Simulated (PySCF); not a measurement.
Runs of PySCF 2.14.0 on Si. It takes space group Fd-3m (No. 227, cubic). Conventional cell: a = 5.444 Å, b = 5.444 Å, c = 5.444 Å, α = 90.00°, β = 90.00°, γ = 90.00°. Si (site symmetry -43m) is surrounded by 4 Si at 2.36 Å. 

| task | level | potentials or basis | k mesh | smearing | symmetry | band path | potentials | conv_tol | max_cycle | mesh quality | gap on the mesh (eV) | V0 of scaled cells (Å³/atom) | B0 (GPa) |
| --- | --- | --- | --- | --- | --- | --- | --- | --- | --- | --- | --- | --- | --- |
| band structure | r2SCAN | DZVP-MOLOPT-SR/GTH-PBE (potentials made for PBE) | 7 × 7 × 7 | fermi-dirac 0.05 eV | yes | GXWKGLUWLK,UX | Si GTH-PBE-q4 | 1e-07 Ha | 60 | not flagged | 0.81 | - | - |
| dielectric tensor | PBE | DZVP-MOLOPT-SR/GTH-PBE (potentials made for PBE) | 7 × 7 × 7 | fermi-dirac 0.05 eV | yes | - | Si GTH-PBE-q4 | 1e-07 Ha | 60 | not flagged | 0.64 | - | - |
| CCSD(T) correlation energy | HF | gth-dzvp/gth-hf-rev (potentials made for Hartree-Fock) | 2 × 2 × 2 | fixed | - | - | Si gth-hf-rev | 1e-08 Ha | 60 | coarse | 8.32 | - | - |
| band structure | PBE | DZVP-MOLOPT-SR/GTH-PBE (potentials made for PBE) | 7 × 7 × 7 | fermi-dirac 0.05 eV | yes | GXWKGLUWLK,UX | Si GTH-PBE-q4 | 1e-07 Ha | 60 | not flagged | 0.64 | - | - |
| atomic charges | HF | gth-dzvp/gth-hf-rev (potentials made for Hartree-Fock) | 2 × 2 × 2 | fixed | - | - | Si gth-hf-rev | 1e-07 Ha | 60 | coarse | 8.32 | - | - |
| equation of state | PBEsol | DZVP-MOLOPT-SR/GTH-PBE (potentials made for PBE) | 7 × 7 × 7 | fermi-dirac 0.05 eV | yes | - | Si GTH-PBE-q4 | - | - | not flagged | - | (b) | (a) |
| equation of state | PBE | DZVP-MOLOPT-SR/GTH-PBE (potentials made for PBE) | 7 × 7 × 7 | fermi-dirac 0.05 eV | yes | - | Si GTH-PBE-q4 | - | - | not flagged | - | 20.39 | 90 |

Alike in all rows: no spin polarisation; cell as given.

Estimate the missing entries.

(a) 92; (b) 20.26.

Caveats: some runs use coarse meshes; the basis of atomic orbitals isn't converged, which shifts pressures, moduli and gaps; the potentials were made for another functional, which shifts forces and pressure (some runs); on so small a mesh gaps with full-range exact exchange can be off by tenths of an eV to over 1 eV (some runs); spectra need much finer meshes, so this one isn't converged (some runs); an odd mesh through Γ misses points on the zone boundary, where band edges often lie (some runs); mesh and basis are far too small for converged many-body values: gaps can be off by tenths of an eV to over 1 eV, and much correlation energy is missing (some runs).
